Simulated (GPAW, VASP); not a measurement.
Given: the input of a run of VASP 6.6.1 on TiTe. The cell comes from a database or a generator and needn't be the stable form of this composition.

The input INCAR:

```
ALGO = Normal ; EDIFF = 1E-6
ENCUT = 520 ; ISIF = 2
ISMEAR = -1 ; LASPH = True
LCHARG = True ; LDAU = True
LDAUJ = 0 0 ; LDAUL = 2 -1
LDAUPRINT = 1 ; LDAUTYPE = 2
LDAUU = 8 0 ; LELF = True
LMAXMIX = 4 ; LMIXTAU = True
LREAL = False ; LVHAR = True
LWAVE = False ; METAGGA = R2SCAN
NELM = 100 ; PREC = Accurate
SIGMA = 0.05
```

File KPOINTS:

```
k-points
0
Gamma
  8 8 8
```

The input POSCAR:

```
TiTe
1.0
    0.0000000000      3.0500668100      3.0500668100
    3.0500668100      0.0000000000      3.0500668100
    3.0500668100      3.0500668100      0.0000000000
Ti Te
1 1
Direct
    0.5000000000      0.5000000000      0.5000000000
    0.0000000000      0.0000000000      0.0000000000
```

Potentials or basis: VASP PAW PBE potentials, release 64 (Ti_sv, Te).

Run with:

```sh
$ cat potpaw_PBE.64/Ti_sv/POTCAR potpaw_PBE.64/Te/POTCAR > POTCAR
$ mpirun -np 1 vasp_std > vasp.out
```

Q: Translate it to GPAW 26.7.0 (ASE script). Potentials or basis there: GPAW PAW data sets (gpaw-data 1.2.1), cutoff 600 eV.

A: As run (cutoffs and basis follow the program's own potentials, and thresholds, step limits or extra output files can differ):

run.py

```python
from ase import Atoms
from ase.dft.bandgap import bandgap
from ase.io import write
from ase.units import GPa
from gpaw import GPAW, PW

atoms = Atoms(['Ti', 'Te'],
              cell=[[0.0, 3.05006681, 3.05006681],
                    [3.05006681, 0.0, 3.05006681],
                    [3.05006681, 3.05006681, 0.0]],
              scaled_positions=[[0.5, 0.5, 0.5],
                                [0.0, 0.0, 0.0]],
              pbc=True)

calc = GPAW(mode=PW(600),
            xc='MGGA_X_R2SCAN+MGGA_C_R2SCAN',
            kpts={'size': (8, 8, 8), 'gamma': True},
            occupations={'name': 'fermi-dirac', 'width': 0.05},
            setups={'Ti': ':d,8.0'},
            nbands=19,
            convergence={'density': 1e-05, 'energy': 1e-05},
            maxiter=150,
            txt='gpaw.txt')
atoms.calc = calc
energy = atoms.get_potential_energy()
forces = atoms.get_forces()
stress = atoms.get_stress()
calc.write('gs.gpw')
write('result.traj', atoms)
print(f'Energy: {energy:.6f} eV')
print('Forces (eV/A):')
print(forces.round(4))
print('Stress (GPa):', (stress / GPa).round(3))
print('Fermi level:', round(calc.get_fermi_level(), 4), 'eV')
print(f'Gap: {bandgap(calc)[0]:.4f} eV, direct: {bandgap(calc, direct=True)[0]:.4f} eV')
```

Potentials or basis: GPAW PAW data sets (gpaw-data 1.2.1), pw.

Run with:

```console
$ OMP_NUM_THREADS=1 python run.py
```

Both were run:

|  | VASP | GPAW |
| --- | --- | --- |
| Pressure | -8.0 GPa | -9.1 GPa |

VASP's potentials were made for PBE. GPAW's potentials were made for PBE.

The two runs disagree by more than potentials and bases usually give (in gap, levels, pressure or energy); the cause wasn't traced.

How U acts hangs on each program's projectors.

Pressure is positive in compression.
